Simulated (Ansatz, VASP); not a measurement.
# One calculation of C, two programs

```xyz
16
Lattice="2.5217 0.0000 0.0000 -1.2608 2.1839 0.0000 0.0000 0.0000 16.5528" Properties=species:S:1:pos:R:3 pbc="T T T"
C     0.0000    0.0000   15.7797
C     1.2608    0.7280    4.9230
C     0.0000    1.4559   13.1995
C     1.2608    0.7280    3.3534
C     0.0000    1.4559    1.2891
C     0.0000    1.4559    5.4420
C     0.0000    1.4559    6.9873
C     1.2608    0.7280   11.1108
C     0.0000    1.4559   11.6298
C     0.0000    0.0000    7.5033
C     0.0000    0.0000    0.7731
C     0.0000    1.4559    2.8344
C     1.2608    0.7280   13.7185
C     0.0000    0.0000    9.0495
C     1.2608    0.7280    9.5655
C     1.2608    0.7280   15.2637
```

Alike in both runs: functional PBE; k mesh 12 × 12 × 2; occupations gaussian, width 0.02 eV; no spin polarisation.

Ansatz relaxed the structure, and its values are those at the end. VASP's run is a single point on that final structure, the one shown.

```csv
,VASP,Ansatz
version,VASP 6.6.1,Ansatz 0.2.0
potentials or method,"VASP PAW PBE potentials, release 64 (C)","scalar-relativistic, plane waves, PAW"
plane-wave cutoff (eV),520,420
valence electrons in the cell,64,64
```

Ansatz gave:

* gap on the k mesh at the Fermi level (eV): 4.40
* least direct gap on the mesh (eV): 5.43
* pressure (GPa): 0.0

Estimate VASP's values.

gap on the k mesh at the Fermi level (eV): 4.39; least direct gap on the mesh (eV): 5.42; pressure (GPa): 0.7.

The functional is the same, so the differences come from potentials, cutoffs and numerics.
